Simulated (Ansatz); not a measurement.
One crystal and one scan (frozen-phonon scan) at two levels, PBE (plane waves to 420 eV, PAW, scalar-relativistic; Ansatz, a quantum-chemistry and plane-wave program) and r2SCAN (plane waves to 500 eV, PAW, scalar-relativistic; Ansatz), each from its own relaxed cell and on its own mesh. The cell shown is that of PBE.

ZrO2 (fluorite)

```
CELL_PARAMETERS angstrom
      0.00000     5.11588     5.11588
      2.55794     0.00000     2.55794
      2.55794     2.55794     0.00000
ATOMIC_POSITIONS crystal
  Zr 0.00000 0.00000 0.00000
  Zr 0.50000 0.00000 0.00000
  O  0.12500 0.25000 0.25000
  O  0.62500 0.25000 0.25000
  O  0.37500 0.75000 0.75000
  O  0.87500 0.75000 0.75000
```

The atoms are displaced by Q × the pattern below (from a DFPT mode at L = (0.5, 0.0, 0.0), largest move 1; Q in Å), at fixed cell. (q is in reciprocal vectors of the primitive cell; the cell shown is doubled to hold the pattern.)

```tsv
atom	x	y	z
Zr1	0.577	-0.577	-0.577
Zr2	-0.577	0.577	0.577
O3	0.432	-0.432	-0.432
O4	-0.432	0.432	0.432
O5	-0.432	0.432	0.432
O6	0.432	-0.432	-0.432
```

The PAW data are Ansatz's earlier set. This is a high-temperature form of ZrO2. ZrO2 is run without spin polarisation. ZrO2 was relaxed with its symmetry unable to fall. (PBE) Left out: 4 of 13 points, with atoms too close for the PAW data. (r2SCAN) Left out: 4 of 13 points, with atoms too close for the PAW data. Both scans cover Q from -0.187 to 0.187 Å.

ΔE (meV/cell), each from the undisplaced structure of its own level:

| Q (Å) | PBE | r2SCAN |
|---|---|---|
| -0.187 | 1061 | withheld |
| -0.140 | 529 | 589 |
| -0.093 | 214 | 240 |
| -0.047 | 51 | 57 |
| 0.000 | 0 | 0 |
| 0.047 | 51 | 57 |
| 0.093 | 214 | 240 |
| 0.140 | 529 | 589 |
| 0.187 | 1061 | withheld |

Estimate the r2SCAN value at 0.187 from the PBE value there and the ratio of the two levels in the two nearest given rows on that side of the minimum.

At 0.140 and 0.093 the ratio r2SCAN/PBE averages 1.117, which gives 1.117 × 1061 = 1185 meV/cell. The calculation gives 1174 meV/cell, +10.7 % against PBE.

(For displaced atoms, the force is minus the slope of the energy, and its curvature is a force constant, which sets phonon frequencies.)
